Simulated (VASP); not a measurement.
# Si (Fd-3m) in VASP: further runs, part 2 of 2

VASP 6.6.1. Earlier steps stand in the parts before.

## Step 4: Single point, LDA (grid = ENCUT=350 dk=0.45 cell=3x3x3 ISMEAR=0 SIGMA=0.05 LREAL=Auto EDIFF=1e-06)

File INCAR:

```
SYSTEM = Si
PREC = Accurate
ENCUT = 350
EDIFF = 1E-6
ISMEAR = 0
SIGMA = 0.05
LREAL = Auto
LASPH = .TRUE.
NELM = 120
ALGO = Fast
ISIF = 2
LWAVE = .FALSE.
LCHARG = .FALSE.
NBANDS = 125
NCORE = 1
KPAR = 2
```

File KPOINTS:

```
regular mesh
0
G
  2 2 2
  0 0 0
```

File POSCAR:

```
Si
1.0
    0.0000000000      8.1655535595      8.1655535595
    8.1655535595      0.0000000000      8.1655535595
    8.1655535595      8.1655535595      0.0000000000
Si
54
Direct
    0.1666666667      0.1666666667      0.1666666667
    0.1666666667      0.1666666667      0.5000000000
    0.1666666667      0.1666666667      0.8333333333
    0.1666666667      0.5000000000      0.1666666667
    0.1666666667      0.5000000000      0.5000000000
    0.1666666667      0.5000000000      0.8333333333
    0.1666666667      0.8333333333      0.1666666667
    0.1666666667      0.8333333333      0.5000000000
    0.1666666667      0.8333333333      0.8333333333
    0.5000000000      0.1666666667      0.1666666667
    0.5000000000      0.1666666667      0.5000000000
    0.5000000000      0.1666666667      0.8333333333
    0.5000000000      0.5000000000      0.1666666667
    0.5000000000      0.5000000000      0.5000000000
    0.5000000000      0.5000000000      0.8333333333
    0.5000000000      0.8333333333      0.1666666667
    0.5000000000      0.8333333333      0.5000000000
    0.5000000000      0.8333333333      0.8333333333
    0.8333333333      0.1666666667      0.1666666667
    0.8333333333      0.1666666667      0.5000000000
    0.8333333333      0.1666666667      0.8333333333
    0.8333333333      0.5000000000      0.1666666667
    0.8333333333      0.5000000000      0.5000000000
    0.8333333333      0.5000000000      0.8333333333
    0.8333333333      0.8333333333      0.1666666667
    0.8333333333      0.8333333333      0.5000000000
    0.8333333333      0.8333333333      0.8333333333
    0.2500000000      0.2500000000      0.2500000000
    0.2500000000      0.2500000000      0.5833333333
    0.2500000000      0.2500000000      0.9166666667
    0.2500000000      0.5833333333      0.2500000000
    0.2500000000      0.5833333333      0.5833333333
    0.2500000000      0.5833333333      0.9166666667
    0.2500000000      0.9166666667      0.2500000000
    0.2500000000      0.9166666667      0.5833333333
    0.2500000000      0.9166666667      0.9166666667
    0.5833333333      0.2500000000      0.2500000000
    0.5833333333      0.2500000000      0.5833333333
    0.5833333333      0.2500000000      0.9166666667
    0.5833333333      0.5833333333      0.2500000000
    0.5833333333      0.5833333333      0.5833333333
    0.5833333333      0.5833333333      0.9166666667
    0.5833333333      0.9166666667      0.2500000000
    0.5833333333      0.9166666667      0.5833333333
    0.5833333333      0.9166666667      0.9166666667
    0.9166666667      0.2500000000      0.2500000000
    0.9166666667      0.2500000000      0.5833333333
    0.9166666667      0.2500000000      0.9166666667
    0.9166666667      0.5833333333      0.2500000000
    0.9166666667      0.5833333333      0.5833333333
    0.9166666667      0.5833333333      0.9166666667
    0.9166666667      0.9166666667      0.2500000000
    0.9166666667      0.9166666667      0.5833333333
    0.9166666667      0.9166666667      0.9166666667
```

Potentials or basis: VASP PAW LDA potentials, release 64 (Si).

Launch:

```
$ cat potpaw_LDA.64/Si/POTCAR > POTCAR
$ mpirun -np 4 vasp_std > vasp.out
```

OUTCAR:

```text
SYSTEM = Si
   PREC = Accurate
   ENCUT = 350
   EDIFF = 1E-6
   ISMEAR = 0
   LREAL = Auto
   LASPH = .TRUE.
   NELM = 120
   ISIF = 2

 Found      3 irreducible k-points:

 Following reciprocal coordinates:
            Coordinates               Weight
  0.000000  0.000000  0.000000      1.000000
  0.500000  0.000000  0.000000      4.000000
  0.500000  0.500000  0.000000      3.000000
   k-points           NKPTS =      3   k-points in BZ     NKDIM =      3   number of bands    NBANDS=    126
   number of dos      NEDOS =    301   number of ions     NIONS =     54
   total plane-waves  NPLWV = 343000
   dimension x,y,z NGX =    70 NGY =   70 NGZ =   70
   dimension x,y,z NGXF=   140 NGYF=  140 NGZF=  140
   ions per type =              54
   NGX,Y,Z   is equivalent  to a cutoff of  10.08, 10.08, 10.08 a.u.
   NGXF,Y,Z  is equivalent  to a cutoff of  20.15, 20.15, 20.15 a.u.
 SYSTEM =  Si
   PREC   = accura    normal or accurate (medium, high low for compatibility)
   ISTART =      0    job   : 0-new  1-cont  2-samecut
   ICHARG =      2    charge: 1-file 2-atom 10-const
   ISPIN  =      1    spin polarized calculation?
   LNONCOLLINEAR =      F non collinear calculations
   LSORBIT =      F    spin-orbit coupling
   LASPH  =      T    aspherical Exc in radial PAW
   ENCUT  =  350.0 eV  25.72 Ry    5.07 a.u.  17.62 17.62 17.62*2*pi/ulx,y,z
   NELM   =    120;   NELMIN=  2; NELMDL= -5     # of ELM steps
   EDIFF  = 0.1E-05   stopping-criterion for ELM
   LREAL  =      T    real-space projection
   EDIFFG = 0.1E-04   stopping-criterion for IOM
   NSW    =      0    number of steps for IOM
   IBRION =     -1    ionic relax: 0-MD 1-quasi-New 2-CG
   NFREE  =      0    steps in history (QN), initial steepest desc. (CG)
   ISIF   =      2    stress and relaxation
   ISYM   =      2    0-nonsym 1-usesym 2-fastsym
   POTIM  = 0.5000    time-step for ionic-motion
   TEBEG  =    0.0;   TEEND  =   0.0 temperature during run
   PSTRESS=    0.0 pullay stress
   NELECT =     216.0000    total number of electrons
   NUPDOWN=      -1.0000    fix difference up-down
   EMIN   =  10.00;   EMAX   =-10.00  energy-range for DOS
   EFERMI =   0.00;   METHOD = LEGACY
   ISMEAR =     0;   SIGMA  =   0.05  broadening in eV -4-tet -1-fermi 0-gaus
   EFERMI_NEDOS =   21; number of points for ismear=-14 and -15
   IALGO  =     68    algorithm
   IMIX   =      4    mixing-type and parameters
     AMIX     =   0.40;   BMIX     =  1.00
     AMIX_MAG =   1.60;   BMIX_MAG =  1.00
  volume/ion in A,a.u.               =      20.16       136.08
  Fermi-wavevector in a.u.,A,eV,Ry     =   0.954766  1.804247 12.402783  0.911579
  Thomas-Fermi vector in A             =   2.083543
   LORBIT       =      0    0 simple, 1 ext, 2 COOP (PROOUT), +10 PAW based schemes
   GGA     = CA    functional components
   LHFCALC =     F    Hartree Fock is set to
   AEXX    =    0.0000 exact exchange contribution
   IVDW    =     0    specifies the selected vdW correction
   LEPSILON=     F    determine dielectric tensor
   LRPA    =     F    only Hartree local field effects (RPA)
 non-spin polarized calculation
 RMM-DIIS sequential band-by-band and
 Gauss-broadening in eV      SIGMA  =   0.05
  energy-cutoff  :      350.00
  volume of cell :     1088.90
 maximum number of plane-waves:     16361
   NGX = 35   NGY = 35   NGZ = 35

 number of electron     215.9999999 magnetization

 Free energy of the ion-electron system (eV)
  ---------------------------------------------------
  ext. energy  EPLUGINS =         0.00000000
  ---------------------------------------------------
  free energy    TOTEN  =      -320.93681806 eV

  energy without entropy =     -320.93681806  energy(sigma->0) =     -320.93681806

 E-fermi :   5.9764     XC(G=0):  -9.5759

 val. band max:        5.7067396711   @ k =   0.0000   0.0000   0.0000
 cond. band min:       6.3192886591   @ k =   0.5000   0.5000   0.0000
 fundamental gap:      0.6125489880
 Fermi energy:         5.9764164713

 k-point     1 :       0.0000    0.0000    0.0000
  band No.  band energies     occupation
      1      -6.2055      2.00000
      2      -4.8358      2.00000
      3      -4.8358      2.00000
      4      -4.8358      2.00000
      5      -4.8358      2.00000
      6      -4.8358      2.00000
[... 112 lines left out ...]
    119       7.1839      0.00000
    120       7.1882      0.00000

 k-point     2 :       0.5000    0.0000    0.0000
  band No.  band energies     occupation
      1      -5.8463      2.00000
      2      -5.8462      2.00000
      3      -4.9132      2.00000
      4      -4.9132      2.00000
      5      -4.9132      2.00000
      6      -4.9132      2.00000
[... 112 lines left out ...]
    119       7.5884      0.00000
    120       7.5884      0.00000

 k-point     3 :       0.5000    0.5000    0.0000
  band No.  band energies     occupation
      1      -5.7241      2.00000
      2      -5.7241      2.00000
      3      -5.2612      2.00000
      4      -5.2612      2.00000
      5      -5.2612      2.00000
      6      -5.2612      2.00000
[... 112 lines left out ...]
    119       7.6549      0.00000
    120       7.6549      0.00000
 [bands above 120 left out]

------------------------ aborting loop because EDIFF is reached ----------------------------------------

  FORCE on cell =-STRESS in cart. coord.  units (eV):
  Direction    XX          YY          ZZ          XY          YZ          ZX
  --------------------------------------------------------------------------------------
  -------------------------------------------------------------------------------------
  Total      -14.0493264    -14.0493264    -14.0493264      0.0000000      0.0000000     -0.0000000
  in kB      -20.6718428    -20.6718428    -20.6718428      0.0000000      0.0000000     -0.0000000
  external PRESSURE =     -20.6718428 kB  Pullay stress =       0.0000000 kB

 VOLUME and BASIS-vectors are now :
 -----------------------------------------------------------------------------
  energy-cutoff  :      350.00
  volume of cell :     1088.90
      direct lattice vectors                 reciprocal lattice vectors
     0.000000000  8.165553559  8.165553559    -0.061232836  0.061232836  0.061232836
     8.165553559  0.000000000  8.165553559     0.061232836 -0.061232836  0.061232836
     8.165553559  8.165553559  0.000000000     0.061232836  0.061232836 -0.061232836

 POSITION                                       TOTAL-FORCE (eV/Angst)
 -----------------------------------------------------------------------------------
      2.72185      2.72185      2.72185         0.000000     -0.000000      0.000000
      5.44370      5.44370      2.72185        -0.000000      0.000000      0.000000
      8.16555      8.16555      2.72185         0.000000     -0.000000     -0.000000
      5.44370      2.72185      5.44370        -0.000000      0.000000      0.000000
      8.16555      5.44370      5.44370         0.000000     -0.000000      0.000000
     10.88740      8.16555      5.44370        -0.000000      0.000000     -0.000000
[... 46 lines left out ...]
     12.24833     12.24833     14.97018        -0.000000     -0.000000      0.000000
     14.97018     14.97018     14.97018        -0.000000      0.000000     -0.000000
 -----------------------------------------------------------------------------------
    total drift:                                0.000001      0.000001      0.000001

  FREE ENERGIE OF THE ION-ELECTRON SYSTEM (eV)
  ---------------------------------------------------
  free  energy   TOTEN  =      -320.9368180631 eV

  energy  without entropy=     -320.9368180631  energy(sigma->0) =     -320.93681806
```

It took 3.9 min on 4 MPI ranks of AMD EPYC 7R13 (Zen 3), shared host; peak memory 0.39 GiB.

The run converged, but some of its settings lie outside the range that counts as converged, so its numbers aren't taken as properties of the crystal.

What came out:

| Quantity | Value |
| --- | --- |
| Free energy | -320.9368 eV |
| Pressure | -2.1 GPa |
| Band gap on the k mesh | 0.61 eV |

## Step 5: Single point, LDA (grid = ENCUT=350 dk=0.6 cell=3x3x3 ISMEAR=0 SIGMA=0.05 LREAL=Auto EDIFF=1e-06)

INCAR is that of step 4.

KPOINTS is that of step 4.

POSCAR is that of step 4.

Launch:

```
$ cat potpaw_LDA.64/Si/POTCAR > POTCAR
$ mpirun -np 4 vasp_std > vasp.out
```

Wall time 3.2 min (4 MPI ranks of AMD EPYC 7R13 (Zen 3), shared host); peak memory 0.39 GiB.

These settings aren't checked as converged: the numbers below hold their error.

Results:

```yaml
Free_energy: -320.9368 eV
Pressure: -2.1 GPa
Band_gap_on_the_k_mesh: 0.61 eV
```

## Step 6: For comparison

An earlier run on the cell as given: functional PBE; potentials or basis VASP PAW PBE potentials, release 64 (Si); cutoff 520 eV; k mesh 8 × 8 × 8; occupations fermi-dirac, width 0.05 eV; no spin polarisation.

* Pressure: 1.3 GPa
* Band gap on the k mesh: 0.63 eV, indirect (least direct gap 2.56 eV)
